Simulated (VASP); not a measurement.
# Be (P6_3/mmc) in VASP: electric field gradients with PBEsol

Aim: the electric field gradients of Be with PBEsol.

Program: VASP 6.6.1. These are calculated values, not measurements. Logs are shortened: lines on timing, memory, paths and dates and some standing lists are left out, and cuts for length are marked.

## Step 1: The structure

Symmetry: P6_3/mmc, No. 194, hexagonal system. The conventional cell has a = 2.285 Å, b = 2.285 Å, c = 3.584 Å, α = 90.00°, β = 90.00°, γ = 120.00°. Be (site symmetry -6m2) has 12 Be at 2.23 to 2.29 Å as nearest neighbours.

## Step 2: Electric field gradients, PBEsol

Contents of INCAR:

```
SYSTEM = Be
ALGO = Normal
EDIFF = 1E-7
ENCUT = 520
GGA = PS
ISIF = 2
ISMEAR = -1
LASPH = .TRUE.
LCHARG = .FALSE.
LEFG = .TRUE.
LREAL = .FALSE.
LWAVE = .FALSE.
NELM = 100
PREC = Accurate
SIGMA = 0.05
```

Contents of KPOINTS:

```
k-points
0
G
  16 16 9
  0 0 0
```

Contents of POSCAR:

```
Be
1.0
    2.2853000000      0.0000000000      0.0000000000
   -1.1426500000      1.9791278553      0.0000000000
    0.0000000000      0.0000000000      3.5842000000
Be
2
Direct
    0.3333333333      0.6666666667      0.2500000000
    0.6666666667      0.3333333333      0.7500000000
```

Potentials or basis: VASP PAW PBE potentials, release 64 (Be).

The run is started by

```
$ cat potpaw_PBE.64/Be/POTCAR > POTCAR
$ mpirun -np 1 vasp_std > vasp.out
```

OUTCAR:

```text
SYSTEM = Be
   EDIFF = 1E-7
   ENCUT = 520
   GGA = PS
   ISIF = 2
   ISMEAR = -1
   LASPH = .TRUE.
   LREAL = .FALSE.
   NELM = 100
   PREC = Accurate

 ion  position               nearest neighbor table
   1  0.333  0.667  0.250-   2 2.23   2 2.23   2 2.23   2 2.23   2 2.23   2 2.23
   2  0.667  0.333  0.750-   1 2.23   1 2.23   1 2.23   1 2.23   1 2.23   1 2.23

  LATTYP: Found a hexagonal cell.
 ALAT       =     2.2853000000
 C/A-ratio  =     1.5683717674

  Lattice vectors:

 A1 = (   2.2853000000,   0.0000000000,   0.0000000000)
 A2 = (  -1.1426500000,   1.9791278553,   0.0000000000)
 A3 = (   0.0000000000,   0.0000000000,   3.5842000000)

Analysis of symmetry for initial positions (statically):
=====================================================================
 Subroutine PRICEL returns:
 Original cell was already a primitive cell.

 Routine SETGRP: Setting up the symmetry group for a
 hexagonal supercell.

 Subroutine GETGRP returns: Found 24 space group operations
 (whereof 12 operations were pure point group operations)
 out of a pool of 24 trial point group operations.

The static configuration has the point symmetry D_3d.
 The point group associated with its full space group is D_6h.

Analysis of symmetry for dynamics (positions and initial velocities):
=====================================================================
 Subroutine PRICEL returns:
 Original cell was already a primitive cell.

 Routine SETGRP: Setting up the symmetry group for a
 hexagonal supercell.

 Subroutine GETGRP returns: Found 24 space group operations
 (whereof 12 operations were pure point group operations)
 out of a pool of 24 trial point group operations.

The dynamic configuration has the point symmetry D_3d.
 The point group associated with its full space group is D_6h.

 Subroutine INISYM returns: Found 24 space group operations
 (whereof 12 operations are pure point group operations),
 and found     1 'primitive' translations

----------------------------------------------------------------------------------------

                                     Primitive cell

  volume of cell :      16.2110

  direct lattice vectors                    reciprocal lattice vectors
     2.285300000  0.000000000  0.000000000     0.437579311  0.252636533  0.000000000
    -1.142650000  1.979127855  0.000000000     0.000000000  0.505273066  0.000000000
     0.000000000  0.000000000  3.584200000     0.000000000  0.000000000  0.279002288

  length of vectors
     2.285300000  2.285300000  3.584200000     0.505273066  0.505273066  0.279002288

  position of ions in fractional coordinates (direct lattice)
     0.333333333  0.666666667  0.250000000
     0.666666667  0.333333333  0.750000000

  ion indices of the primitive-cell ions
   primitive index   ion index
                 1           1
                 2           2

----------------------------------------------------------------------------------------

 KPOINTS: k-points

Automatic generation of k-mesh.
 Grid dimensions read from file:
 generate k-points for:   16   16    9

 Generating k-lattice:

  Cartesian coordinates                     Fractional coordinates (reciprocal lattice)
     0.027348707  0.015789783  0.000000000     0.062500000  0.000000000  0.000000000
     0.000000000  0.031579567  0.000000000     0.000000000  0.062500000  0.000000000
     0.000000000  0.000000000  0.031000254     0.000000000  0.000000000  0.111111111

  Length of vectors
     0.031579567  0.031579567  0.031000254

  Shift w.r.t. Gamma in fractional coordinates (k-lattice)
     0.000000000  0.000000000  0.000000000

 Subroutine IBZKPT returns following result:
 ===========================================

 Found    150 irreducible k-points:

 Following reciprocal coordinates:
            Coordinates               Weight
  0.000000  0.000000  0.000000      1.000000
  0.062500 -0.000000  0.000000      6.000000
  0.125000 -0.000000  0.000000      6.000000
  0.187500  0.000000  0.000000      6.000000
  0.250000 -0.000000  0.000000      6.000000
  0.312500  0.000000  0.000000      6.000000
[... 16 lines left out ...]
  0.187500  0.187500  0.000000      6.000000
  0.250000  0.187500  0.000000     12.000000
 [... further k-points ...]
   k-points           NKPTS =    150   k-points in BZ     NKDIM =    150   number of bands    NBANDS=      6
   number of dos      NEDOS =    301   number of ions     NIONS =      2
   total plane-waves  NPLWV =   9072
   dimension x,y,z NGX =    18 NGY =   18 NGZ =   28
   dimension x,y,z NGXF=    36 NGYF=   36 NGZF=   56
   ions per type =               2
   NGX,Y,Z   is equivalent  to a cutoff of  13.09, 13.09, 12.99 a.u.
   NGXF,Y,Z  is equivalent  to a cutoff of  26.19, 26.19, 25.97 a.u.
 SYSTEM =  Be
   PREC   = accura    normal or accurate (medium, high low for compatibility)
   ISTART =      0    job   : 0-new  1-cont  2-samecut
   ICHARG =      2    charge: 1-file 2-atom 10-const
   ISPIN  =      1    spin polarized calculation?
   LNONCOLLINEAR =      F non collinear calculations
   LSORBIT =      F    spin-orbit coupling
   LASPH  =      T    aspherical Exc in radial PAW
   ENCUT  =  520.0 eV  38.22 Ry    6.18 a.u.   4.25  4.25  6.66*2*pi/ulx,y,z
   NELM   =    100;   NELMIN=  2; NELMDL= -5     # of ELM steps
   EDIFF  = 0.1E-06   stopping-criterion for ELM
   LREAL  =      F    real-space projection
   EDIFFG = 0.1E-05   stopping-criterion for IOM
   NSW    =      0    number of steps for IOM
   IBRION =     -1    ionic relax: 0-MD 1-quasi-New 2-CG
   NFREE  =      0    steps in history (QN), initial steepest desc. (CG)
   ISIF   =      2    stress and relaxation
   ISYM   =      2    0-nonsym 1-usesym 2-fastsym
   POTIM  = 0.5000    time-step for ionic-motion
   TEBEG  =    0.0;   TEEND  =   0.0 temperature during run
   PSTRESS=    0.0 pullay stress
   NELECT =       4.0000    total number of electrons
   NUPDOWN=      -1.0000    fix difference up-down
   EMIN   =  10.00;   EMAX   =-10.00  energy-range for DOS
   EFERMI =   0.00;   METHOD = LEGACY
   ISMEAR =    -1;   SIGMA  =   0.05  broadening in eV -4-tet -1-fermi 0-gaus
   EFERMI_NEDOS =   21; number of points for ismear=-14 and -15
   IALGO  =     38    algorithm
   IMIX   =      4    mixing-type and parameters
     AMIX     =   0.40;   BMIX     =  1.00
     AMIX_MAG =   1.60;   BMIX_MAG =  1.00
  volume/ion in A,a.u.               =       8.11        54.70
  Fermi-wavevector in a.u.,A,eV,Ry     =   1.026814  1.940397 14.345258  1.054347
  Thomas-Fermi vector in A             =   2.160726
   LORBIT       =      0    0 simple, 1 ext, 2 COOP (PROOUT), +10 PAW based schemes
   GGA     = PS    functional components
   LHFCALC =     F    Hartree Fock is set to
   AEXX    =    0.0000 exact exchange contribution
   IVDW    =     0    specifies the selected vdW correction
   LEPSILON=     F    determine dielectric tensor
   LRPA    =     F    only Hartree local field effects (RPA)
 non-spin polarized calculation
  energy-cutoff  :      520.00
  volume of cell :       16.21
 maximum number of plane-waves:       453
 NGX is ok and might be reduce to    18
   NGX =  9   NGY =  9   NGZ = 13

 number of electron       4.0000000 magnetization

 Free energy of the ion-electron system (eV)
  ---------------------------------------------------
  ext. energy  EPLUGINS =         0.00000000
  ---------------------------------------------------
  free energy    TOTEN  =        -7.99571313 eV

  energy without entropy =       -7.99483170  energy(sigma->0) =       -7.99527242

 E-fermi :   6.7820     XC(G=0): -10.5266

 val. band max:        6.7640714036   @ k =   0.3125   0.1250   0.0000
 cond. band min:       6.8225463913   @ k =   0.2500   0.2500   0.1111
 fundamental gap:      0.0584749877
 Fermi energy:         6.7819933211

 k-point     1 :       0.0000    0.0000    0.0000
  band No.  band energies     occupation
      1      -4.3936      2.00000
      2       2.4798      2.00000
      3       7.9238      0.00000
      4      22.4198      0.00000
      5      22.4198      0.00000
      6      25.2372      0.00000

 k-point     2 :       0.0625   -0.0000    0.0000
  band No.  band energies     occupation
      1      -4.2829      2.00000
      2       2.6241      2.00000
      3       7.9576      0.00000
      4      21.5184      0.00000
      5      21.7537      0.00000
      6      25.2456      0.00000

 k-point     3 :       0.1250   -0.0000    0.0000
  band No.  band energies     occupation
      1      -3.9506      2.00000
      2       3.0566      2.00000
      3       8.0488      0.00000
      4      19.4112      0.00000
      5      20.4907      0.00000
      6      25.1539      0.00000

 k-point     4 :       0.1875    0.0000    0.0000
  band No.  band energies     occupation
      1      -3.3963      2.00000
      2       3.7753      2.00000
      3       8.1524      0.00000
      4      16.9496      0.00000
      5      19.2101      0.00000
      6      24.6407      0.00000

 k-point     5 :       0.2500   -0.0000    0.0000
  band No.  band energies     occupation
      1      -2.6205      2.00000
      2       4.7762      2.00000
      3       8.1252      0.00000
      4      14.7073      0.00000
      5      18.0836      0.00000
      6      22.4308      0.00000
[... 136 lines left out ...]
 k-point    21 :       0.3750    0.1250    0.0000
  band No.  band energies     occupation
      1       1.2840      2.00000
      2       5.1345      2.00000
      3       9.6730      0.00000
      4      11.8932      0.00000
      5      13.8140      0.00000
      6      14.9068      0.00000

 k-point    22 :       0.4375    0.1250    0.0000
  band No.  band energies     occupation
      1       2.2778      2.00000
      2       4.0090      2.00000
      3      10.8107      0.00000
      4      12.1074      0.00000
      5      13.4668      0.00000
      6      13.5347      0.00000

 k-point    23 :       0.1875    0.1875    0.0000
  band No.  band energies     occupation
      1      -1.3926      2.00000
      2       6.3353      1.99974
      3       8.2585      0.00000
      4      12.1931      0.00000
      5      15.0877      0.00000
      6      20.5394      0.00000

 k-point    24 :       0.2500    0.1875    0.0000
  band No.  band energies     occupation
      1      -0.2803      2.00000
      2       7.7286      0.00000
      3       7.8154      0.00000
      4      10.5701      0.00000
      5      14.2956      0.00000
      6      18.5106      0.00000

 [... further k-points ...]

------------------------ aborting loop because EDIFF is reached ----------------------------------------

  FORCE on cell =-STRESS in cart. coord.  units (eV):
  Direction    XX          YY          ZZ          XY          YZ          ZX
  --------------------------------------------------------------------------------------
  -------------------------------------------------------------------------------------
  Total       -0.3708853     -0.3708853     -0.3432745      0.0000000      0.0000000      0.0000000
  in kB      -36.6556451    -36.6556451    -33.9267954      0.0000000      0.0000000      0.0000000
  external PRESSURE =     -35.7460285 kB  Pullay stress =       0.0000000 kB

 VOLUME and BASIS-vectors are now :
 -----------------------------------------------------------------------------
  energy-cutoff  :      520.00
  volume of cell :       16.21
      direct lattice vectors                 reciprocal lattice vectors
     2.285300000  0.000000000  0.000000000     0.437579311  0.252636533  0.000000000
    -1.142650000  1.979127855  0.000000000     0.000000000  0.505273066  0.000000000
     0.000000000  0.000000000  3.584200000     0.000000000  0.000000000  0.279002288

 POSITION                                       TOTAL-FORCE (eV/Angst)
 -----------------------------------------------------------------------------------
     -0.00000      1.31942      0.89605        -0.000000      0.000000      0.000000
      1.14265      0.65971      2.68815         0.000000      0.000000      0.000000
 -----------------------------------------------------------------------------------
    total drift:                                0.000000     -0.000000      0.000000

  FREE ENERGIE OF THE ION-ELECTRON SYSTEM (eV)
  ---------------------------------------------------
  free  energy   TOTEN  =        -7.9957131327 eV

  energy  without entropy=       -7.9948316978  energy(sigma->0) =       -7.99527242

 Electric field gradients (V/A^2)
---------------------------------------------------------------------
 ion       V_xx      V_yy      V_zz      V_xy      V_xz      V_yz
---------------------------------------------------------------------
   1       0.301     0.301    -0.601    -0.000    -0.000     0.000
   2       0.301     0.301    -0.601    -0.000     0.000    -0.000
---------------------------------------------------------------------

 Electric field gradients after diagonalization (V/A^2)
 (convention: |V_zz| > |V_xx| > |V_yy|)
----------------------------------------------------------------------
 ion       V_xx      V_yy      V_zz     asymmetry (V_yy - V_xx)/ V_zz
----------------------------------------------------------------------
   1       0.301     0.301    -0.601       0.000
   2       0.301     0.301    -0.601       0.000
----------------------------------------------------------------------

           NMR quadrupolar parameters

 Cq : quadrupolar parameter    Cq=e*Q*V_zz/h
 eta: asymmetry parameters     (V_yy - V_xx)/ V_zz
 Q  : nuclear electric quadrupole moment in mb (millibarn)
----------------------------------------------------------------------
 ion       Cq(MHz)       eta       Q (mb)
----------------------------------------------------------------------
   1      -0.001       0.000       1.000
   2      -0.001       0.000       1.000
----------------------------------------------------------------------
```

It took 9.6 s on 1 thread of Intel Xeon Platinum 8259CL at 2.50GHz (Skylake/Cascade Lake), shared host; peak memory 0.13 GiB.

What came out:

```yaml
Free_energy: -7.9957 eV
Pressure: -3.6 GPa
Band_gap_on_the_k_mesh: none (metal or under the smearing width)
```

Levels at points of the mesh, in eV from the Fermi level:
```
           k point  band 1  band 2  band 3  band 4  band 5  band 6
(0.00, 0.00, 0.00)  -11.18   -4.30    1.14   15.64   15.64   18.46
(0.50, 0.00, 0.00)   -4.92   -3.09    3.60    6.44    6.66    9.19
```

Electric field gradients, principal values (V/Å²):
| atom | Vxx | Vyy | Vzz |
| --- | --- | --- | --- |
| 1 Be | 0.301 | 0.301 | -0.601 |
| 2 Be | 0.301 | 0.301 | -0.601 |

Caveat: the PAW data sets were made with another functional, which shifts forces and pressure a little.
